Q: These are five volumes of the layered semiconductor WS2, computed with the functional r2SCAN. The gap widens at every step of the expansion. Why should pulling a crystal apart open its gap?

Rhombohedral WS2 (R3m, 3 atoms in the cell), computed with Ansatz 0.2.0: r2SCAN, plane-wave PAW, scalar-relativistic, no spin polarisation, cutoff 500 eV, Γ-centred 12×12×12 k mesh. Cell shape and atoms are relaxed at each volume. Energies count from the minimum of a third-order Birch–Murnaghan fit; positive pressure means compression.

| volume per atom (Å³/atom) | energy over minimum (meV/atom) | pressure (GPa) | band gap on mesh (eV) |
| --- | --- | --- | --- |
| 17.993 | 5.6 | 1.77 | 1.166 |
| 18.567 | 1.2 | 0.71 | 1.288 |
| 19.142 | 0.0 | 0.01 | 1.367 |
| 19.716 | 0.7 | -0.39 | 1.430 |
| 20.290 | 2.2 | -0.52 | 1.499 |

A: Start with the simplest account you can think of, and we shall see what else it implies.

Q: A single deformation potential: the volume grows, filled and empty bands move apart, and the gap opens in proportion. A straight line against volume follows the five gaps with an rms miss of 0.016 eV, while the gap rises by 0.33 eV in all. That looks settled.

A: The line describes the lowest gap well, but your account claims more, namely that filled and empty states move apart throughout the bands. The same calculations give the direct gap, the smallest distance between filled and empty states at one wave vector, for the first three rows. It falls from 1.966 to 1.920 eV while the lowest gap rises from 1.166 to 1.367 eV. Expansion therefore does not open all gaps alike. The states at the edges of the lowest gap must respond differently from those at the direct gap.

Q: Could the change of shape tell us which states respond?

A: It tells us where the added volume goes. The cell edges and volumes show that the layer repeat, the distance from one layer to the next, grows by about 12 % over the scan, and the lattice constant within the layers by only 0.5 %. Covalent W–S bonds hold each layer together, while the contact between layers is weak. That contact stiffens quickly when squeezed: 6 % less volume takes a pressure of 1.77 GPa, 6 % more a tension of only 0.52 GPa. The fitted equation of state shows the same lopsidedness: near zero pressure the bulk modulus rises by roughly 20 GPa for each GPa applied, where 4 to 6 is usual for solids. The run itself raises no warning about that figure, but by the data makers' tests on other systems such a value counts as unusual, so take it as rough.

Q: Half a percent is small, but it strains strong bonds. Perhaps the in-plane stretch drives the gap after all.

A: Then look at the last step. The in-plane constant grows by only about 0.001 Å, a seventh of its growth in the first step, yet the gap still gains 0.069 eV, more than half of its first gain. If in-plane stretch were the driver, the gap should almost have stopped rising. A single WS2 layer makes a useful comparison: it has no neighbour to part from, and its gap is known to shrink when it is stretched in its plane. The falling direct gap in our crystal fits that behaviour, though no run here changes the in-plane constant alone.

Q: That leaves the distance between the layers. How can it move a band edge if the layers themselves hardly change?

A: Begin with layers infinitely far apart. Each has its own filled level at Γ, the centre of the in-plane zone, built from W $d_{z^2}$ and S $p_z$ orbitals. The $p_z$ lobes stick out of the layer. Bring the layers together and facing lobes overlap, so the level spreads into a band whose top lies above the isolated level. Stronger coupling thus raises the highest filled state and narrows the gap; parting the layers lets that state sink again.

The states at K, the corner of the in-plane zone, behave differently. Theory places them mostly on W orbitals in the middle of the layer, $d_{x^2-y^2}$ and $d_{xy}$ for the filled edge and $d_{z^2}$ for the empty one, with sulfur between them and the next layer. They hardly notice how far away that layer is. The direct gap of WS2 is known to lie at K. Its place is not given for these runs, but this would explain why it does not share the rise.

Q: Is there any trace of this in the calculation, or is it only a plausible picture?

A: There are two traces. In the first three rows, the only ones checked for this, the highest filled state lies on the line through Γ at right angles to the layers, at the wave vector where the wave changes sign from each layer to the next. In theory the outward lobes of this level have the same sign on both faces of a layer. The change of sign then sets opposite lobes face to face, which is the antibonding combination, the one that coupling pushes up.

The second trace is the difference between the direct and the lowest gap, which shrinks from 0.80 through 0.65 to 0.55 eV over the same rows. It moves towards the limit of a single layer, whose gap is known to be direct. The filled states need not account for all of the shrinkage, since the difference also contains any shift among the empty states. Spin–orbit coupling is absent here; it would raise the valence edge at K by roughly 0.2 eV and make the difference smaller. The orbital character comes from established theory, since no orbital weights are available for these runs.

Q: How quickly should the coupling fade as the layers part?

A: Outside a layer, a state at Γ bound by an energy $I$ decays as $e^{-\kappa z}$, where $z$ is the distance from the layer and $\kappa=\sqrt{2mI}/\hbar$, with $m$ the electron mass. A rough $I$ of 6 eV gives $\kappa=1.255$ Å$^{-1}$. This is the decay into open vacuum, so it is only a rough guide for layers as close as these. The coupling depends on the overlap of two such tails and falls by about the same factor. If the layers keep their thickness, the space between them grows exactly as the layer repeat $d$ does, so the gap $E$ should follow

$$E(d)=E_\infty-A\,e^{-\kappa(d-d_0)},$$

where $d_0=6.548$ Å is the repeat in the relaxed row, and $E_\infty$ and $A$ are constants fitted to all five rows.

Take the densest row, with $d=6.205$ Å. The repeat is 0.343 Å shorter than $d_0$, so the coupling is $e^{1.255\times0.343}=1.54$ times that of the relaxed row. With the fitted constants the gap becomes $1.721-0.356\times1.54=1.17$ eV, against 1.166 eV in the table. This row was part of the fit, so the agreement shows only that the form can follow the data; it is no prediction.

Q: Does the model do better than my straight line?

A: Its rms miss is 0.007 eV, less than half that of your line and about a third of that of a line in the in-plane constant; each has two fitted numbers. The printed analysis after this text gives all three fits. Five points along which the spacing and the in-plane constant grow together cannot prove the exponential, however. The model also expects each added ångström of spacing to matter less than the one before, and in the last step the slope rises slightly instead. The in-plane stretch may be part of the reason: it is expected to work against the opening, and in that step it has nearly ceased. Suppose the whole fall of the direct gap is due to the stretch, 0.114 eV for each percent, and that the lowest gap loses at the same rate. The last two slopes then become about 0.41 and 0.38 eV/Å once the loss is added back. That is a fall of under a tenth, where the model wants about a fifth.

Q: Could something else bend the curve in the same way?

A: Yes, the lower edge of the empty bands changes its place. In the two densest rows it lies midway between Γ and K, in what is called the Q valley; in the relaxed row and both expanded rows it lies at K. States at Q are expected to feel the neighbouring layer more than those at K, so the switch alone would make the gap rise less steeply. All of the bending lies there: the gap gains 0.72 and 0.45 eV per ångström in the two steps that start with the edge at Q, and 0.35 and 0.36 from the relaxed row on. The better fit of the exponential may thus be owed to the switch rather than to the decay law. Over the last three rows, where the edge stays at K, the gap still opens, so the switch is not what drives the opening. But it opens there almost in a straight line with the spacing: the fading that the decay law asks for does not show, unless the in-plane stretch hides part of it. Because the fit runs across the switch, $E_\infty$ should not be read as the gap of a single layer.

Q: Does it matter to someone designing a transistor which valley is lowest?

A: It does for a multilayer WS2 channel, because the valley sets the effective mass of the electrons and so enters their mobility. Real WS2 has a layer repeat of roughly 6.2 Å, close to the densest row. r2SCAN without a dispersion term misses the long-range attraction between layers and relaxes to a wider spacing. Taking that relaxed cell into a device model would make the gap about 0.2 eV wider than the same functional gives in the densest row, and would put the electrons at K instead of Q.

The energy gives little warning of this, since the two cells differ by only 5.6 meV an atom. The spacing therefore has to be right before the gap is judged. Functionals of this kind usually give gaps that are too small, and too wide a spacing can hide part of that error. The order of the valleys also needs a check with spin–orbit coupling and a finer mesh, as the true minimum near Q may fall between mesh points. The relaxations also kept the starting symmetry and describe zero temperature, so neither a sideways slide of the layers nor thermal expansion enters these gaps.

Q: What would decide between the explanations for good, and how would I guess the trend in another layered crystal?

A: Change the layer repeat at a fixed in-plane constant, and follow the gaps from Γ to Q and from Γ to K separately. That would separate the fading of the coupling from both the in-plane stretch and the change of valley. For another layered crystal, ask first where its edge states sit. If the highest filled state reaches out towards the next layer and is antibonding there, parting the layers should lower it and widen the gap; if both edges are buried inside the layer, the spacing should matter little.

The analysis program printed:

```
Shape and steps from the row before:
     row  in-plane a (Å)  layer repeat (Å)  step in a (Å)  step in gap (eV)  gap per spacing (eV/Å)  model coupling (relaxed row 1)
  17.993           3.169             6.205            n/a               n/a                     n/a                           1.539
  18.567           3.177             6.373       0.007301             0.122                  0.7238                           1.245
  19.142           3.182             6.548       0.005474             0.079                   0.452                               1
  19.716           3.186              6.73       0.003373             0.063                   0.346                          0.7957
   20.29           3.187             6.922       0.001036             0.069                  0.3604                          0.6258
growth of in-plane constant over the scan (%): 0.5422
growth of layer repeat over the scan (%): 11.55
rise of lowest gap over the scan (eV): 0.333
rise of lowest gap from densest to relaxed row (eV): 0.201
change of direct gap from densest to relaxed row (eV): -0.046
direct less lowest gap in the densest row (eV): 0.8
direct less lowest gap in the second row (eV): 0.652
direct less lowest gap in the relaxed row (eV): 0.553
direct gap per percent of in-plane stretch if all charged to it (eV): -0.1141
in-plane stretch effect over the whole scan at that rate (eV): -0.06187
decay constant of the coupling from 6 eV (1/Å): 1.255
fit of gap on 5 rows: constant 1.721 +/- 0.013, coefficient of couple -0.356 +/- 0.012; rms 0.00667, worst 18.567 -0.0107, leave-one-out rms 0.0126
fit of gap on 5 rows: constant -1.343 +/- 0.22, coefficient of volume 0.1407 +/- 0.011; rms 0.0161, worst 17.993 0.0224, leave-one-out rms 0.0326
fit of gap on 5 rows: constant -55.57 +/- 5.6, coefficient of ahex 17.9 +/- 1.7; rms 0.0193, worst 20.29 -0.0326, leave-one-out rms 0.0329
```
